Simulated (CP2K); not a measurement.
**Sr under changes of volume**

One of the cells (56.319 Å³/atom); the others are scaled copies at fixed shape and fractional positions:

```xyz
1
Lattice="4.3025 0.0000 0.0000 2.1513 3.7261 0.0000 2.1513 1.2420 3.5130" Properties=species:S:1:pos:R:3 pbc="T T T"
Sr    0.0000    0.0000    0.0000
```

| Property | Result |
| --- | --- |
| Program | CP2K 2026.2 |
| Functional | LDA |
| Potentials or basis | GTH_POTENTIALS Sr GTH-PADE-q10; TZVP-MOLOPT-PBE-GTH basis |
| Density cutoff | 8163 eV |
| k mesh | 8 × 8 × 8 |
| Occupations | fermi-dirac, width 0.05 eV |
| Spin | no spin polarisation |

| volume (Å³/atom) | energy over the lowest point (meV/atom) | pressure (GPa) |
| --- | --- | --- |
| 52.940 | 0.00 | -1.1 |
| 54.067 | 8.59 | -1.3 |
| 55.193 | 18.57 | -1.5 |
| 56.319 | ? | ? |
| 57.446 | 42.03 | -1.8 |
| 58.572 | 55.26 | -1.9 |
| 59.698 | 69.32 | -2.0 |

Problem. What does the run at 56.319 Å³/atom give?

Solution. Energy over the lowest point 29.76 meV/atom; pressure -1.6 GPa.

Worked out: A Birch-Murnaghan fit of order 3 (a polynomial in V^(-2/3)) to the other rows has no minimum within the range. It gives 29.75 meV/atom at 56.319 Å³/atom, against the run's 29.76, and -dE/dV = -1.7 GPa, against -1.6.

Energies are extrapolated to zero smearing.

Caveats: the basis of atomic orbitals isn't converged, which shifts pressures, moduli and gaps.
